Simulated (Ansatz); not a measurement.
**Ligand exchange: AuH + CHF3S → AuSH + CHF3**

Species: AuH, singlet; CHF3S `FC(F)(F)S`, singlet; AuSH `[SH][Au]`, singlet; CHF3 (trifluoromethane) `FC(F)F`, singlet. The partners trade H for SH: Au–H and C–SH bonds give way to Au–SH and C–H.

Shapes, held fixed at every level: PBE0-D4/def2-TZVP. Programs: Ansatz 0.2.0. The zero-point and thermal change to 298 K, harmonic and unscaled (PBE0-D4/def2-TZVP), is +12.3 kJ/mol.

```json
{"level": "HF/def2-TZVPP", "kind": "Hartree–Fock", "ΔH(298 K) (kJ/mol)": "-110.1", "less CCSD(T)/def2-TZVPP": "-30.9"}
{"level": "B3LYP-D4/def2-TZVPP", "kind": "global hybrid", "ΔH(298 K) (kJ/mol)": "-79.0", "less CCSD(T)/def2-TZVPP": "+0.2"}
{"level": "PBE0-D4/def2-TZVPP", "kind": "global hybrid", "ΔH(298 K) (kJ/mol)": "-78.6", "less CCSD(T)/def2-TZVPP": "+0.6"}
{"level": "B2PLYP/def2-TZVPP", "kind": "double hybrid", "ΔH(298 K) (kJ/mol)": "-83.8", "less CCSD(T)/def2-TZVPP": "-4.6"}
{"level": "CCSD(T)/def2-SVP", "kind": "coupled cluster or CI", "ΔH(298 K) (kJ/mol)": "-66.1", "less CCSD(T)/def2-TZVPP": "+13.1"}
{"level": "CCSD/def2-SVP", "kind": "coupled cluster or CI", "ΔH(298 K) (kJ/mol)": "-68.1", "less CCSD(T)/def2-TZVPP": "+11.1"}
{"level": "CCSD/def2-TZVPP", "kind": "coupled cluster or CI", "ΔH(298 K) (kJ/mol)": "-81.6", "less CCSD(T)/def2-TZVPP": "-2.4"}
{"level": "CCSD(T)/def2-TZVPP", "kind": "coupled cluster or CI", "ΔH(298 K) (kJ/mol)": "-79.2", "less CCSD(T)/def2-TZVPP": "0.0"}
```

The highest level, CCSD(T)/def2-TZVPP, gives ΔH(298 K) = -79.2 kJ/mol; the levels span -110.1 to -66.1. The column of differences is taken from that level and isn't an error. No measured value is set beside it here. T1 is large for AuH (0.027), AuSH (0.025), so single-reference values are less sure there. For atoms past krypton def2 sets carry core potentials with scalar relativity. Outer-core shells of Au are correlated in most correlated rows, in sets that cover them unevenly.
